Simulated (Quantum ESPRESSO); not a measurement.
# CuO (P-1) in Quantum ESPRESSO: equation of state, part 2 of 2

Quantum ESPRESSO 7.5.

### 4 Single point, PBEsol, 10.51 Å³/atom

pw.in

```
&CONTROL
  calculation = 'scf'
  prefix = 'pwscf'
  outdir = './tmp'
  pseudo_dir = './pseudo'
  tprnfor = .true.
  tstress = .true.
  disk_io = 'nowf'
/
&SYSTEM
  ibrav = 0
  nat = 4
  ntyp = 2
  ecutwfc = 56
  ecutrho = 448
  nbnd = 34
  occupations = 'smearing'
  smearing = 'fd'
  degauss = 0.00367493
/
&ELECTRONS
  conv_thr = 8d-10
  electron_maxstep = 120
  mixing_beta = 0.5
/
ATOMIC_SPECIES
Cu    63.5460 cu_pbesol_v1.2.uspp.F.UPF
O     15.9990 o_pbesol_v1.2.uspp.F.UPF
CELL_PARAMETERS angstrom
   2.8601748718    0.0000000000    0.0000000000
   0.0388105168    2.8599548740    0.0000000000
   0.0173779641    0.0171291597    5.1415976211
ATOMIC_POSITIONS crystal
Cu     0.0000000000    0.5000000000    0.0000000000
Cu     0.5000000000    0.0000000000    0.5000000000
O      0.9984239700    0.0016717800    0.7498871000
O      0.0015760300    0.9983282200    0.2501129000
K_POINTS automatic
9 9 5 0 0 0
```

Run with:

```console
> OMP_NUM_THREADS=1 mpirun -n 2 pw.x -nk 2 -in pw.in > pw.out
```

It took 1.9 min on 2 MPI ranks of Arm Neoverse V2, shared host; peak memory 0.52 GiB.

Results (log left out):

```yaml
Free_energy: -11855.5619 eV
Pressure: 2.1 GPa
Largest_force: 0.012 eV/Å
Band_gap_on_the_k_mesh: none (metal or under the smearing width)
```

Caveat: the run has no spin polarisation, though such a crystal can be magnetic; semilocal functionals often make such compounds metallic where correlation or magnetic order opens a gap, which also shifts bond lengths.

### 5 Single point, PBEsol, 10.73 Å³/atom

pw.in, as its differences from that of step 4:

```diff
@@ -29,5 +29,5 @@
 CELL_PARAMETERS angstrom
-   2.8601748718    0.0000000000    0.0000000000
-   0.0388105168    2.8599548740    0.0000000000
-   0.0173779641    0.0171291597    5.1415976211
+   2.8795009639    0.0000000000    0.0000000000
+   0.0390727580    2.8792794796    0.0000000000
+   0.0174953863    0.0172449008    5.1763391994
 ATOMIC_POSITIONS crystal
```

Run with:

```console
> OMP_NUM_THREADS=1 mpirun -n 2 pw.x -nk 2 -in pw.in > pw.out
```

Wall time 1.9 min (2 MPI ranks of Arm Neoverse V2, shared host); peak memory 0.48 GiB.

The run converged. Its results:

- Free energy: -11855.5659 eV
- Pressure: -1.4 GPa
- Largest force: 0.012 eV/Å
- Band gap on the k mesh: none (metal or under the smearing width)

Caveat: the run has no spin polarisation, though such a crystal can be magnetic; semilocal functionals often make such compounds metallic where correlation or magnetic order opens a gap, which also shifts bond lengths.

### 6 Single point, PBEsol, 10.94 Å³/atom

pw.in, as its differences from that of step 5:

```diff
@@ -29,5 +29,5 @@
 CELL_PARAMETERS angstrom
-   2.8795009639    0.0000000000    0.0000000000
-   0.0390727580    2.8792794796    0.0000000000
-   0.0174953863    0.0172449008    5.1763391994
+   2.8985710625    0.0000000000    0.0000000000
+   0.0393315255    2.8983481113    0.0000000000
+   0.0176112532    0.0173591088    5.2106205905
 ATOMIC_POSITIONS crystal
```

Potentials or basis: GBRV 1.5 PBEsol.

Run with:

```console
> OMP_NUM_THREADS=1 mpirun -n 2 pw.x -nk 2 -in pw.in > pw.out
```

Run time: 2.7 min. Hardware: 2 MPI ranks of Arm Neoverse V2, shared host; peak memory 0.5 GiB.

Results (log left out):

| Item | Value |
| --- | --- |
| Free energy | -11855.5517 eV |
| Pressure | -4.6 GPa |
| Largest force | 0.013 eV/Å |
| Band gap on the k mesh | none (metal or under the smearing width) |

Caveat: the run has no spin polarisation, though such a crystal can be magnetic; semilocal functionals often make such compounds metallic where correlation or magnetic order opens a gap, which also shifts bond lengths.

### 7 Single point, PBEsol, 11.16 Å³/atom

pw.in, as its differences from that of step 6:

```diff
@@ -29,5 +29,5 @@
 CELL_PARAMETERS angstrom
-   2.8985710625    0.0000000000    0.0000000000
-   0.0393315255    2.8983481113    0.0000000000
-   0.0176112532    0.0173591088    5.2106205905
+   2.9173934799    0.0000000000    0.0000000000
+   0.0395869322    2.9171690810    0.0000000000
+   0.0177256152    0.0174718334    5.2444567372
 ATOMIC_POSITIONS crystal
```

Potentials or basis: GBRV 1.5 PBEsol.

Run with:

```console
> OMP_NUM_THREADS=1 mpirun -n 2 pw.x -nk 2 -in pw.in > pw.out
```

pw.out:

```text
This program is part of the open-source Quantum ESPRESSO suite
     for quantum simulation of materials; please cite
         "P. Giannozzi et al., J. Phys.:Condens. Matter 21 395502 (2009);
         "P. Giannozzi et al., J. Phys.:Condens. Matter 29 465901 (2017);
         "P. Giannozzi et al., J. Chem. Phys. 152 154105 (2020);
     in publications or presentations arising from this work. More details at

     Message from routine setup:
     using ibrav=0 with symmetry is DISCOURAGED, use correct ibrav instead

     K-points division:     npool     =       2
     Subspace diagonalization in iterative solution of the eigenvalue problem:
     a serial algorithm will be used

     G-vector sticks info
     --------------------
     sticks:   dense  smooth     PW     G-vecs:    dense   smooth      PW
     Sum        1089     549    165                48277    17021    2845

     Using Slab Decomposition

     bravais-lattice index     =            0
     lattice parameter (alat)  =       5.5131  a.u.
     unit-cell volume          =     301.1991 (a.u.)^3
     number of atoms/cell      =            4
     number of atomic types    =            2
     number of electrons       =        50.00
     number of Kohn-Sham states=           34
     kinetic-energy cutoff     =      56.0000  Ry
     charge density cutoff     =     448.0000  Ry
     scf convergence threshold =      8.0E-10
     mixing beta               =       0.5000
     number of iterations used =            8  plain     mixing
     Exchange-correlation= SLA  PW   PSX  PSC
[... 53 lines left out ...]
         3        O      tau(   3) = (   1.0030028   0.0061626   1.3480357  )
         4        O      tau(   4) = (   0.0166423   0.9997493   0.4496158  )

     number of k points=   203  Fermi-Dirac smearing, width (Ry)=  0.0037

     Number of k-points >= 100: set verbosity='high' to print them.

     Dense  grid:    48277 G-vectors     FFT dimensions: (  40,  40,  72)

     Smooth grid:    17021 G-vectors     FFT dimensions: (  27,  27,  48)

     Check: negative core charge=   -0.000002

     Initial potential from superposition of free atoms

     starting charge      48.0000, renormalised to      50.0000
     Starting wfcs are   34 randomized atomic wfcs

     Self-consistent Calculation

     iteration #  1     ecut=    56.00 Ry     beta= 0.50
     Davidson diagonalization with overlap
     ethr =  1.00E-02,  avg # of iterations =  4.4

     total energy              =    -868.28157058 Ry
     estimated scf accuracy    <       5.63366643 Ry
[... 99 lines left out ...]
     iteration # 16     ecut=    56.00 Ry     beta= 0.50
     Davidson diagonalization with overlap
     ethr =  4.36E-12,  avg # of iterations =  2.0

     End of self-consistent calculation

     Number of k-points >= 100: set verbosity='high' to print the bands.

     the Fermi energy is    10.1818 ev

!    total energy              =    -871.36473900 Ry
     estimated scf accuracy    <          4.0E-10 Ry
     smearing contrib. (-TS)   =      -0.00144230 Ry
     internal energy E=F+TS    =    -871.36329670 Ry

     The total energy is F=E-TS. E is the sum of the following terms:
     one-electron contribution =    -657.50202580 Ry
     hartree contribution      =     352.60838485 Ry
     xc contribution           =     -90.89303043 Ry
     ewald contribution        =    -475.57662532 Ry

     convergence has been achieved in  16 iterations

     Forces acting on atoms (cartesian axes, Ry/au):

     atom    1 type  1   force =     0.00000000    0.00000000    0.00000000
     atom    2 type  1   force =     0.00000000    0.00000000    0.00000000
     atom    3 type  2   force =     0.00027858   -0.00033056    0.00032421
     atom    4 type  2   force =    -0.00027858    0.00033056   -0.00032421

     Total force =     0.000764     Total SCF correction =     0.000008

     Computing stress (Cartesian axis) and pressure

          total   stress  (Ry/bohr**3)                   (kbar)     P=      -75.64
  -0.00038085  -0.00000881  -0.00000217          -56.02       -1.30       -0.32
  -0.00000881  -0.00038273  -0.00000154           -1.30      -56.30       -0.23
  -0.00000217  -0.00000154  -0.00077892           -0.32       -0.23     -114.58

=------------------------------------------------------------------------------=
   JOB DONE.
=------------------------------------------------------------------------------=
```

Run time: 2.6 min. Hardware: 2 MPI ranks of Arm Neoverse V2, shared host; peak memory 0.5 GiB.

What came out:

```yaml
Free_energy: -11855.5212 eV
Pressure: -7.6 GPa
Largest_force: 0.014 eV/Å
Band_gap_on_the_k_mesh: none (metal or under the smearing width)
```

Caveat: the run has no spin polarisation, though such a crystal can be magnetic; semilocal functionals often make such compounds metallic where correlation or magnetic order opens a gap, which also shifts bond lengths.

### 8 Single point, PBEsol, 11.37 Å³/atom

pw.in, as its differences from that of step 7:

```diff
@@ -29,5 +29,5 @@
 CELL_PARAMETERS angstrom
-   2.9173934799    0.0000000000    0.0000000000
-   0.0395869322    2.9171690810    0.0000000000
-   0.0177256152    0.0174718334    5.2444567372
+   2.9359761050    0.0000000000    0.0000000000
+   0.0398390851    2.9357502767    0.0000000000
+   0.0178385202    0.0175831220    5.2778618209
 ATOMIC_POSITIONS crystal
```

Run with:

```console
> OMP_NUM_THREADS=1 mpirun -n 2 pw.x -nk 2 -in pw.in > pw.out
```

Wall time 2.8 min (2 MPI ranks of Arm Neoverse V2, shared host); peak memory 0.52 GiB.

It converged, with:

| Property | Result |
| --- | --- |
| Free energy | -11855.4763 eV |
| Pressure | -10.1 GPa |
| Largest force | 0.015 eV/Å |
| Band gap on the k mesh | none (metal or under the smearing width) |

Caveat: the run has no spin polarisation, though such a crystal can be magnetic; semilocal functionals often make such compounds metallic where correlation or magnetic order opens a gap, which also shifts bond lengths.

### 9 Equation of state, PBEsol

Potentials or basis: GBRV 1.5 PBEsol.

This step only gathers the single runs of the series.

What came out:

```yaml
Equilibrium_volume: 10.67 Å³/atom
Bulk_modulus_at_fixed_shape_and_positions: 175 GPa
Pressure_derivative_of_the_bulk_modulus: 4.7
```

Energy against volume, from the lowest point:
```csv
volume (Å³/atom),energy (meV/atom)
10.085,18.97
10.300,7.12
10.515,1.01
10.729,0.00
10.944,3.55
11.158,11.17
11.373,22.41
```

Caveat: the cell was scaled at fixed shape and fractional positions, which overstates the stiffness of a crystal with free parameters, most of all of layers and chains; the run has no spin polarisation, though such a crystal can be magnetic.
